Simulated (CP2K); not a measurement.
Runs of CP2K 2026.2 on SnO2. The structure is trigonal, space group R-3m (No. 166). Conventional cell: a = 3.234 Å, b = 3.234 Å, c = 14.402 Å, α = 90.00°, β = 90.00°, γ = 120.00°. Sn (site symmetry -3m) has 6 O at 2.13 Å as nearest neighbours. O (site symmetry 3m) is surrounded by 3 Sn at 2.13 Å. Measurements of this composition are mostly on another form, of space group No. 136.

| task | level | potentials or basis | cell | k mesh | smearing | NGRIDS | EXTRAPOLATION | optimiser | most steps | KEEP_SPACE_GROUP | gap on the mesh (eV) | pressure (GPa) | largest force (eV/Å) |
| --- | --- | --- | --- | --- | --- | --- | --- | --- | --- | --- | --- | --- | --- |
| relaxation of cell and atoms | LDA | GTH_POTENTIALS Sn GTH-PADE-q4, O GTH-PADE-q6; TZVP-MOLOPT-PBE-GTH basis | relaxed | 7 × 7 × 7 | fermi-dirac 0.0259 eV | 4 | USE_PREV_P | BFGS | 40 | yes | 0.98 | -0.6 | 0.09 |
| band structure | SCAN | POTENTIAL_UZH Sn GTH-SCAN-q4, O GTH-SCAN-q6; TZVP-MOLOPT-SCAN-GTH basis | as given | 10 × 10 × 10 | fermi-dirac 0.05 eV | 5 | - | - | - | - | (a) | -17.8 | 1.27 |
| band structure | r2SCAN | POTENTIAL_UZH Sn GTH-SCAN-q4, O GTH-SCAN-q6; TZVP-MOLOPT-SCAN-GTH basis | as given | 10 × 10 × 10 | fermi-dirac 0.1 eV | 5 | - | - | - | - | 2.20 | -18.1 | 1.37 |
| band structure | r2SCAN | POTENTIAL_UZH Sn GTH-SCAN-q4, O GTH-SCAN-q6; TZVP-MOLOPT-SCAN-GTH basis | as given | 10 × 10 × 10 | fermi-dirac 0.05 eV | 4 | - | - | - | - | 2.20 | -18.1 | 1.37 |
| relaxation of cell and atoms | LDA | GTH_POTENTIALS Sn GTH-PADE-q4, O GTH-PADE-q6; TZVP-MOLOPT-PBE-GTH basis | relaxed | 7 × 7 × 7 | fermi-dirac 0.01 eV | 5 | USE_PREV_P | BFGS | 40 | yes | 0.98 | -0.5 | 0.09 |

Alike in all rows: no spin polarisation.

Task: Fill in the values left out.

Result: (a) 2.10.

Caveats: spin-orbit coupling is left out, which moves the levels of the heavy elements; the basis of atomic orbitals isn't converged, which shifts pressures, moduli and gaps; so large a pressure means that the cell lies far from this level's equilibrium, or that cutoff or potentials fall short (some runs); forces of over 1 eV/Å show positions far from the minimum, so gaps and moduli don't describe the material at rest (some runs); more than 0.5 GPa of stress was left at the end, so the final cell isn't listed (some runs); an odd mesh through Γ misses points on the zone boundary, where band edges often lie (some runs).

A k mesh can miss the band edges, and the runs leave out spin-orbit coupling on Sn.

Not every run made on this cell is shown here.
